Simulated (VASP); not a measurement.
# Band offsets on AlN (10-10)

Wanted: valence and conduction offsets of GaN, SiC and ZnO on AlN (10-10), and what a better gap does to them.

Calculated with VASP 6.6.1; LDA; plane waves and PAW (Al, N), in the first sound run; inputs show where later runs differ.

This is a report of a sequence of runs, with most program output left out.

## 1. Starting point

It takes space group P6_3mc (No. 186, hexagonal). The conventional cell has a = 3.112 Å, b = 3.112 Å, c = 4.982 Å, α = 90.00°, β = 90.00°, γ = 120.00°. Al has 4 N at 1.89 to 1.90 Å nearest. Nearest to N lie 4 Al at 1.89 to 1.90 Å. Farther neighbours and most contacts between anions are not listed.

Structure file:

```cif
data_structure
_symmetry_space_group_name_H-M 'P 1'
_symmetry_Int_Tables_number 1
_cell_length_a 3.1120
_cell_length_b 4.9820
_cell_length_c 5.3901
_cell_angle_alpha 90.000
_cell_angle_beta 90.000
_cell_angle_gamma 90.000
_cell_volume 83.57
loop_
_atom_site_label
_atom_site_type_symbol
_atom_site_fract_x
_atom_site_fract_y
_atom_site_fract_z
_atom_site_occupancy
Al1 Al 0.00000 0.00000 0.00000 1
Al2 Al 0.50000 0.00000 0.50000 1
Al3 Al 0.00000 0.50000 0.33333 1
Al4 Al 0.50000 0.50000 0.83333 1
N5 N 0.00000 0.38200 0.00000 1
N6 N 0.50000 0.38200 0.50000 1
N7 N 0.00000 0.88200 0.33333 1
N8 N 0.50000 0.88200 0.83333 1
```

## 2. Relax the substrate crystal, LDA

The substrate sets the in-plane lattice.

This step took 2 runs in a row; the last is shown.

Level: LDA; plane waves and PAW (Al, N).

The input, INCAR:

```
SYSTEM = AlN
PREC = Accurate
ENCUT = 520
EDIFF = 1E-07
NELM = 120
ISMEAR = 0
SIGMA = 0.02
LREAL = .FALSE.
ALGO = Normal
GGA = CA
NBANDS = 24
LASPH = .TRUE.
LORBIT = 11
LWAVE = .FALSE.
LCHARG = .FALSE.
KPAR = 24
IBRION = 2
NSW = 40
ISIF = 3
EDIFFG = -0.005
POTIM = 0.4
```

The input, POSCAR:

```
AlN
1.0
    3.0916241273      0.0000000000      0.0000000000
    0.0000000000      4.9492496470      0.0000000000
    0.0000000000      0.0000000000      5.3548390482
Al N
4 4
Direct
    0.0000000000      0.0000708379      0.9999999620
    0.5000000000      0.0000708379      0.4999999620
    0.0000000000      0.5000708379      0.3333333710
    0.5000000000      0.5000708379      0.8333333710
    0.0000000000      0.3819291621      0.9999992509
    0.5000000000      0.3819291621      0.4999992509
    0.0000000000      0.8819291621      0.3333340821
    0.5000000000      0.8819291621      0.8333340821
```

The input, KPOINTS:

```
Automatic mesh
0
Gamma
9 6 5
0 0 0
```

Potentials, in the order of the species: Al and N (LDA family, release 64).

Started as:

```bash
$ mpirun -np 24 vasp_std
```

Run time: 5.8 s. Hardware: 24 MPI ranks of Intel Xeon 6975P-C (Granite Rapids), shared host; peak memory 5.6 GiB; 2.1 min of CPU time.

This run gave:

```
energy(sigma→0) of the program : -65.6827 eV
stress, compression positive   : xx, yy, zz -0.01, -0.01, -0.01 GPa
volume                         : 81.936 Å³
ionic steps                    : 1
```

## 3. Bulk band edges, LDA

A bulk run places the substrate's levels against the mean potential at its cores.

Level: LDA; plane waves and PAW (Al, N).

The input, INCAR:

```
SYSTEM = AlN
PREC = Accurate
ENCUT = 520
EDIFF = 1E-06
NELM = 100
ISMEAR = 0
SIGMA = 0.02
LREAL = .FALSE.
ALGO = Normal
GGA = CA
NBANDS = 22
LASPH = .TRUE.
LWAVE = .FALSE.
LCHARG = .FALSE.
KPAR = 24
```

POSCAR is that of step 2.

KPOINTS is that of step 2.

The input, KPOINTS_OPT:

```
Line mode
6
Line-mode
Reciprocal
  0.05000000   0.00000000   0.00000000
  0.49500000   0.00000000   0.00000000

  0.49500000   0.00000000   0.49500000
  0.49500000   0.49500000   0.49500000
```

Started as:

```bash
$ mpirun -np 24 vasp_std
```

The job ended after 5 s (24 MPI ranks; peak memory 6.8 GiB).

Numbers from this step:

- energy(sigma→0) of the program: -65.6828 eV
- stress, compression positive: xx, yy, zz -0.04, -0.05, -0.05 GPa

The run ends at a pressure of -0.05 GPa, with forces up to 0.0038 eV/Å.

## 4. Bulk band edges, HSE06

At this level only the shift of the substrate's edges against the mean potential of the cell is used.

Level: HSE06; plane waves and PAW (Al, N).

The input, INCAR:

```
SYSTEM = AlN
PREC = Accurate
ENCUT = 520
EDIFF = 1E-06
NELM = 100
ISMEAR = 0
SIGMA = 0.02
LREAL = .FALSE.
ALGO = Normal
LHFCALC = .TRUE.
AEXX = 0.25
GGA = PE
HFSCREEN = 0.2
LASPH = .TRUE.
NBANDS = 22
PRECFOCK = Fast
LWAVE = .FALSE.
LCHARG = .FALSE.
KPAR = 4
```

POSCAR is that of step 3.

The input, KPOINTS:

```
Automatic mesh
0
Gamma
5 3 3
0 0 0
```

KPOINTS_OPT is that of step 3.

Started as:

```bash
$ mpirun -np 24 vasp_std
```

It took 36 s on 24 MPI ranks; peak memory 6.8 GiB.

Read from the output:

| Item | Value |
| --- | --- |
| energy(sigma→0) of the program | -70.0552 eV |

## 5. Relax the partner on the substrate's cell, LDA

One member in full, ZnO: held to the substrate's in-plane cell, its height is moved until the normal stress is near zero, five times at most.

This step took 4 runs, each at a new trial strain with the atoms of the one before; the last is shown.

Level: LDA; plane waves and PAW (Zn, O); cell typed or built by script.

System, named by how it was started: ZnO. The structure is orthorhombic, space group Cmc2_1 (No. 36). The conventional cell has a = 3.092 Å, b = 5.784 Å, c = 4.949 Å, α = 90.00°, β = 90.00°, γ = 90.00°. Nearest to Zn lie 4 O at 1.93 to 1.95 Å. O has 4 Zn at 1.93 to 1.95 Å nearest. Farther neighbours and most contacts between anions are not listed.

The input, INCAR:

```
SYSTEM = ZnO
PREC = Accurate
ENCUT = 520
EDIFF = 1E-07
NELM = 120
ISMEAR = 0
SIGMA = 0.02
LREAL = .FALSE.
ALGO = Normal
GGA = CA
NBANDS = 44
LASPH = .TRUE.
LORBIT = 11
LWAVE = .FALSE.
LCHARG = .FALSE.
KPAR = 8
IBRION = 1
NSW = 25
ISIF = 2
EDIFFG = -0.004
POTIM = 0.3
```

The input, POSCAR:

```
ZnO
1.0
    3.0916241270      0.0000000000      0.0000000000
    0.0000000000      4.9492496470      0.0000000000
    0.0000000000      0.0000000000      5.7838133820
Zn O
4 4
Direct
    0.0000000000      0.9944643633      0.0050201843
    0.5000000000      0.9944643633      0.5050201843
    0.0000000000      0.4944643633      0.3283131487
    0.5000000000      0.4944643633      0.8283131487
    0.0000000000      0.3875356367      0.0077976908
    0.5000000000      0.3875356367      0.5077976908
    0.0000000000      0.8875356367      0.3255356422
    0.5000000000      0.8875356367      0.8255356422
```

The input, KPOINTS:

```
Automatic mesh
0
Gamma
9 6 5
0 0 0
```

The projector-augmented-wave data sets are Zn and O (LDA family, release 64).

Started as:

```bash
$ mpirun -np 8 vasp_std
```

Run time: 18 s. Hardware: 8 MPI ranks; peak memory 2.3 GiB.

Numbers from this step:

- energy(sigma→0) of the program: -42.1614 eV
- stress, compression positive: xx, yy, zz 6.13, 7.54, 0.00 GPa
- ionic steps: 1

## 6. Bulk band edges, LDA

A bulk run places the partner's levels against the mean potential at its cores.

Level: LDA; plane waves and PAW (Zn, O); cell typed or built by script.

The input, INCAR:

```
SYSTEM = ZnO
PREC = Accurate
ENCUT = 520
EDIFF = 1E-06
NELM = 100
ISMEAR = 0
SIGMA = 0.02
LREAL = .FALSE.
ALGO = Normal
GGA = CA
NBANDS = 42
LASPH = .TRUE.
LWAVE = .FALSE.
LCHARG = .FALSE.
KPAR = 8
```

POSCAR is that of step 5.

KPOINTS is that of step 5.

KPOINTS_OPT is that of step 4.

Started as:

```bash
$ mpirun -np 8 vasp_std
```

Run time: 17 s. Hardware: 8 MPI ranks; peak memory 3.2 GiB; 2.2 min of CPU time.

Read from the output:

| Property | Result |
| --- | --- |
| energy(sigma→0) of the program | -42.1614 eV |
| stress, compression positive | xx, yy, zz 6.10, 7.51, -0.02 GPa |

The run ends at a pressure of 4.53 GPa, with forces up to 0.0038 eV/Å.

## 7. Bulk band edges, HSE06

At this level only the shift of the partner's edges against the mean potential of the cell is used.

Level: HSE06; plane waves and PAW (Zn, O); cell typed or built by script.

The input, INCAR:

```
SYSTEM = ZnO
PREC = Accurate
ENCUT = 520
EDIFF = 1E-06
NELM = 100
ISMEAR = 0
SIGMA = 0.02
LREAL = .FALSE.
ALGO = Normal
LHFCALC = .TRUE.
AEXX = 0.25
GGA = PE
HFSCREEN = 0.2
LASPH = .TRUE.
NBANDS = 42
PRECFOCK = Fast
LWAVE = .FALSE.
LCHARG = .FALSE.
KPAR = 4
```

POSCAR is that of step 6.

The input, KPOINTS:

```
Automatic mesh
0
Gamma
5 3 3
0 0 0
```

KPOINTS_OPT is that of step 6.

Started as:

```bash
$ mpirun -np 8 vasp_std
```

It took 8.9 min on 8 MPI ranks; peak memory 2.8 GiB.

This run gave:

| Property | Result |
| --- | --- |
| energy(sigma→0) of the program | -45.1344 eV |

## 8. Relax the interface, LDA

Superlattice of 16 atoms of AlN and 16 of ZnO on the AlN lattice. Atoms relax, and the height is moved while the normal stress exceeds 0.4 GPa, three times at most, by secant steps.

Level: LDA; plane waves and PAW (Al, N, Zn, O).

System, named by how it was started: AlN/ZnO (10-10). The cell holds 32 atoms: 8 Al, 8 N, 8 Zn and 8 O. Cell: a = 3.092 Å, b = 4.949 Å, c = 22.199 Å, α = 90.0°, β = 90.0°, γ = 90.0°. It derives from AlN and ZnO. Superlattice of 16 atoms of AlN and 16 of ZnO on the AlN lattice. The structure's axis is c.

The input, INCAR:

```
SYSTEM = AlZnNO
PREC = Normal
ENCUT = 520
EDIFF = 1E-05
NELM = 120
ISMEAR = 0
SIGMA = 0.05
LREAL = Auto
ALGO = Fast
GGA = CA
NBANDS = 128
LASPH = .TRUE.
LORBIT = 11
LWAVE = .FALSE.
LCHARG = .FALSE.
KPAR = 4
NCORE = 2
IBRION = 2
NSW = 60
ISIF = 2
EDIFFG = -0.03
POTIM = 0.4
MAXMIX = 40
ISYM = 2
```

The input, POSCAR:

```
AlZnNO
1.0
    3.0916241270      0.0000000000      0.0000000000
    0.0000000000      4.9492496470      0.0000000000
    0.0000000000      0.0000000000     22.1993463840
Al N Zn O
8 8 8 8
Direct
    0.0000000000      0.0000708380      0.9999999910
    0.0000000000      0.5000708380      0.0804053650
    0.5000000000      0.0000708380      0.1206080250
    0.5000000000      0.5000708380      0.2010133990
    0.0000000000      0.0000708380      0.2412160590
    0.0000000000      0.5000708380      0.3216214330
    0.5000000000      0.0000708380      0.3618240930
    0.5000000000      0.5000708380      0.4422294670
    0.0000000000      0.3819291620      0.9999998190
    0.0000000000      0.8819291620      0.0804055370
    0.5000000000      0.3819291620      0.1206078530
    0.5000000000      0.8819291620      0.2010135710
    0.0000000000      0.3819291620      0.2412158870
    0.0000000000      0.8819291620      0.3216216050
    0.5000000000      0.3819291620      0.3618239210
    0.5000000000      0.8819291620      0.4422296390
    0.0000000000      0.9944643630      0.4835946220
    0.0000000000      0.4944643630      0.5678253080
    0.5000000000      0.9944643630      0.6138645250
    0.5000000000      0.4944643630      0.6980952110
    0.0000000000      0.9944643630      0.7441344280
    0.0000000000      0.4944643630      0.8283651140
    0.5000000000      0.9944643630      0.8744043300
    0.5000000000      0.4944643630      0.9586350160
    0.0000000000      0.3875356370      0.4843182730
    0.0000000000      0.8875356370      0.5671016570
    0.5000000000      0.3875356370      0.6145881760
    0.5000000000      0.8875356370      0.6973715600
    0.0000000000      0.3875356370      0.7448580790
    0.0000000000      0.8875356370      0.8276414630
    0.5000000000      0.3875356370      0.8751279810
    0.5000000000      0.8875356370      0.9579113650
```

The input, KPOINTS:

```
Automatic mesh
0
Gamma
7 5 1
0 0 0
```

Potentials, in the order of the species: Al, N, Zn and O (LDA family, release 64).

Started as:

```bash
$ mpirun -np 8 vasp_std
```

The job ended after 3.5 min (8 MPI ranks; peak memory 2.4 GiB; 28 min of CPU time).

Numbers from this step:

| Item | Value |
| --- | --- |
| energy(sigma→0) of the program | -215.4633 eV |
| stress, compression positive | xx, yy, zz 4.32, 5.15, 0.19 GPa |
| ionic steps | 22 |

## 9. Potential of the interface, LDA

The core potentials in the middle of each layer tie the two bulk scales together.

Level: LDA; plane waves and PAW (Al, N, Zn, O).

The input, INCAR:

```
SYSTEM = AlZnNO
PREC = Accurate
ENCUT = 520
EDIFF = 1E-06
NELM = 120
ISMEAR = 0
SIGMA = 0.05
LREAL = Auto
ALGO = Normal
GGA = CA
NBANDS = 128
LASPH = .TRUE.
LORBIT = 11
LWAVE = .FALSE.
LCHARG = .TRUE.
KPAR = 4
NCORE = 2
LVHAR = .TRUE.
NEDOS = 1500
```

The input, POSCAR:

```
AlZnNO
1.0
    3.0916241270      0.0000000000      0.0000000000
    0.0000000000      4.9492496470      0.0000000000
    0.0000000000      0.0000000000     22.1993463840
Al N Zn O
8 8 8 8
Direct
    0.0000000000      0.0045129714      0.0010374690
    0.0000000000      0.4929631100      0.0799380285
    0.5000000000      0.9964611452      0.1203334838
    0.5000000000      0.4956582803      0.2011559640
    0.0000000000      0.9956582803      0.2410734940
    0.0000000000      0.4964611452      0.3218959742
    0.5000000000      0.9929631100      0.3622914295
    0.5000000000      0.5045129714      0.4411919890
    0.0000000000      0.3703722601      0.0018611167
    0.0000000000      0.8752854764      0.0794435837
    0.5000000000      0.3774340861      0.1211382903
    0.5000000000      0.8776826972      0.2005409550
    0.0000000000      0.3776826972      0.2416885030
    0.0000000000      0.8774340861      0.3210911677
    0.5000000000      0.3752854764      0.3627858743
    0.5000000000      0.8703722601      0.4403683413
    0.0000000000      0.9848007337      0.4832836254
    0.0000000000      0.5057534971      0.5676512483
    0.5000000000      0.9986340807      0.6152839831
    0.5000000000      0.4965976940      0.6968758171
    0.0000000000      0.9965976940      0.7453538219
    0.0000000000      0.4986340807      0.8269456559
    0.5000000000      0.0057534971      0.8745783897
    0.5000000000      0.4848007337      0.9589460126
    0.0000000000      0.4015123407      0.4808430581
    0.0000000000      0.8961899587      0.5694999909
    0.5000000000      0.3926079335      0.6127747026
    0.5000000000      0.8895337348      0.6988765745
    0.0000000000      0.3895337348      0.7433530645
    0.0000000000      0.8926079335      0.8294549364
    0.5000000000      0.3961899587      0.8727296471
    0.5000000000      0.9015123407      0.9613865799
```

KPOINTS is that of step 8.

Started as:

```bash
$ mpirun -np 8 vasp_std
```

Wall time 1.9 min (8 MPI ranks); peak memory 2.9 GiB; 15 min of CPU time.

Read from the output:

| Quantity | Value |
| --- | --- |
| energy(sigma→0) of the program | -215.4831 eV |
| stress, compression positive | xx, yy, zz 4.28, 5.10, 0.15 GPa |

By hand, at LDA: the valence top lies 70.773 eV above the mean core potential (averaged over elements) in bulk AlN and 56.824 eV in strained ZnO. In the interface cell the mean core potential in the middle of ZnO less that in the middle of AlN is 13.838 eV. The valence offset is 56.824 − 70.773 + (13.838) = -0.11 eV.

## 10. The whole series

Hybrid runs start from orbitals of a short LDA run, not shown.

Runs beyond LDA use the data sets made with LDA; this shifts their levels slightly, and their total energies have another zero.

The other members went through these steps as far as the tables show, with one cutoff; 26 runs are not shown, of which 2 ended short or failed. The session took 6.2 core hours (wall time by ranks) on a shared machine.

Line-up of core potentials from the interface at LDA; other levels change the bulk edges alone, each counted from the mean potential of its bulk cell. Gaps of the substrate: LDA 4.40 eV, HSE06 5.76 eV.

```csv
partner,atoms,"mean in-plane stress of the strained partner, tension positive (GPa)",gap of the whole cell (eV),largest spread of the line-up between elements of one side (eV)
GaN,32,-13.0,2.83,0.00
SiC,32,-1.3,2.32,0.05
ZnO,32,-6.8,0.22,0.03
```

At LDA:

```csv
partner,"valence-band top of the partner above the substrate's, LDA (eV)","conduction-band bottom of the partner above the substrate's, LDA (eV)","gap of the strained partner, LDA (eV)"
GaN,0.81,-1.29,2.31
SiC,1.79,-0.42,2.19
ZnO,-0.11,-3.71,0.80
```

At HSE06:

```csv
partner,"valence-band top of the partner above the substrate's, HSE06 (eV)","conduction-band bottom of the partner above the substrate's, HSE06 (eV)","gap of the strained partner, HSE06 (eV)"
GaN,0.94,-1.17,3.65
SiC,2.03,-0.48,3.25
ZnO,-0.34,-3.50,2.60
```

## 11. What came out

| Item | Value |
| --- | --- |
| GaN, HSE06 | valence +0.94 eV, conduction -1.17 eV |
| SiC, HSE06 | valence +2.03 eV, conduction -0.48 eV |
| ZnO, HSE06 | valence -0.34 eV, conduction -3.50 eV |

**Reading.** Begun but not finished: BN. The cell with ZnO has a gap of 0.22 eV where the line-up gives 0.69 eV, a sign of interface states or fields. GaN at HSE06: its gap lies inside the substrate's (type I). SiC at HSE06: its gap lies inside the substrate's (type I). ZnO at HSE06: the edges are staggered (type II). Going from LDA to HSE06 moves the valence offsets of GaN, SiC and ZnO by -0.23 to 0.24 eV. Offsets and overlaps of about 0.3 eV or less are within the errors that the gaps of this level can carry, so their sign, and the type with it, is not secure. Spin-orbit coupling, which raises the valence tops by amounts that differ between the sides, is left out. GaN, SiC and ZnO are under more than 3 GPa of in-plane stress along one axis or both, more than a thick film would hold. Levels beyond the first ran on coarser meshes, which moves edges by some hundredths of an eV. The bounds that sort cases in this text are picked. The interfaces are ideal and a few layers thick: no intermixing, defects or band bending. All crystals are in the wurtzite form, joined along a non-polar plane.

[Lines on the potential files, build, host, timing and source positions are cut from VASP's logs without a mark.]

[Logs are printed without paths, hosts, clocks, repeated set-up lines and the standing remarks that a program may print on its own settings, such as how far it seeks lower states.]

[Hosts, paths, dates, database ids (printed as entryN), source tags and the programs' standing remarks are cut or masked in the printed files.]

[In band tables of VASP the shares of atoms and orbitals are scaled to a sum of 1 inside the atoms' spheres.]
